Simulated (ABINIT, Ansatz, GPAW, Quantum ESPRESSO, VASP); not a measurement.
PbSe: equilibrium volume by level of theory

```cif
data_structure
_symmetry_space_group_name_H-M 'Fm-3m'
_symmetry_Int_Tables_number 225
_cell_length_a 6.1213
_cell_length_b 6.1213
_cell_length_c 6.1213
_cell_angle_alpha 90.000
_cell_angle_beta 90.000
_cell_angle_gamma 90.000
_cell_volume 229.37
loop_
_atom_site_label
_atom_site_type_symbol
_atom_site_symmetry_multiplicity
_atom_site_Wyckoff_symbol
_atom_site_fract_x
_atom_site_fract_y
_atom_site_fract_z
_atom_site_occupancy
Pb1 Pb 4 a 0.00000 0.00000 0.00000 1
Se1 Se 4 b 0.50000 0.00000 0.00000 1
```

```tsv
rung	level	program and potentials	cutoff (eV)	k mesh	smearing	task	equilibrium volume (Å³/atom)	miss	notes
GGA	BP86	GPAW, PAW data sets generated for this functional	600	6 × 6 × 6	fermi-dirac 0.05	equation of state	30.07	+4.9 %	-
GGA	PBE	ABINIT, SPMS NC PBE v1.0	925	6 × 6 × 6	fermi-dirac 0.05	relaxation of cell and atoms	29.97	+4.5 %	15 valence electrons an atom on average
GGA	PBE	Ansatz, all-electron LAPW, scalar-relativistic	-	8 × 8 × 8	fermi-dirac 0.05	relaxation of cell and atoms	30.04	+4.8 %	-
GGA	PBE	Quantum ESPRESSO, SSSP 1.3 efficiency PBE	748	8 × 8 × 8	fermi-dirac 0.05	equation of state	30.05	+4.8 %	-
GGA + dispersion	PBE+MBD	VASP, PBE PAW files Pb_d, Se, 600 eV	600	8 × 8 × 8	gaussian 0.1	relaxation of cell and atoms	29.17	+1.7 %	10 valence electrons an atom on average
GGA	revPBE	VASP, PBE PAW files Pb_d, Se, 600 eV	600	8 × 8 × 8	fermi-dirac 0.05	relaxation of cell and atoms	30.86	+7.6 %	potentials made for PBE; 10 valence electrons an atom on average
GGA + dispersion	revPBE+D3(zero damping)	VASP, PBE PAW files Pb_d, Se, 600 eV	600	8 × 8 × 8	fermi-dirac 0.05	relaxation of cell and atoms	29.88	+4.2 %	potentials made for PBE; 10 valence electrons an atom on average
meta-GGA	revTPSS	VASP, PBE PAW files Pb_d, Se, 600 eV	600	8 × 8 × 8	fermi-dirac 0.05	relaxation of cell and atoms	29.31	+2.2 %	potentials made for PBE; 10 valence electrons an atom on average
```

All rows: no spin polarisation. Smearing widths are in eV. Meshes differ between rows, which moves values too. Meshes are those of the run's cell of 2 atoms unless a note names another. Relaxations start from the cell shown or near it and stop with a little pressure left. Misses use the values as printed. Runs on faulty files, with rough fits or with known faults for this quantity aren't shown. No row holds spin-orbit coupling.

By rung: GGA 29.97 to 30.86; GGA + dispersion 29.17 to 29.88; meta-GGA 29.31 (Å³/atom). Measured: 28.67 Å³/atom at 298 K (COD entry, doi:10.1107/S0108270187091509). Closest is PBE+MBD (+1.7 %), and PBE misses by +4.8 % on plain settings. The runs are for a static lattice, while measurements hold temperature and zero-point motion.

Every calculation overestimates the volume of PbSe, and the choice of functional matters far more than the choice of code: the three PBE results lie between 29.97 and 30.05 Å³/atom, whereas revPBE reaches 30.86. This ordering follows from exchange. Gradient corrections favour inhomogeneous density and so weaken bonds between large, heavy atoms, and revPBE enhances exchange more strongly at large gradients than PBE does.

Adding dispersion contracts the lattice relative to the parent functional in both cases. Attraction between the polarisable Pb and Se ions is one possible reason, but the added term may equally be compensating for underbinding in the semilocal part. That revTPSS reaches 29.31 without such a term suggests that a better semilocal description can remove much of the excess by itself. revPBE with D3 only returns to about the PBE volume, so a dispersion correction doesn't guarantee accuracy here. Because thermal expansion enlarges the measured cell, a static reference would probably be smaller and the overestimates somewhat larger, even for PBE+MBD.
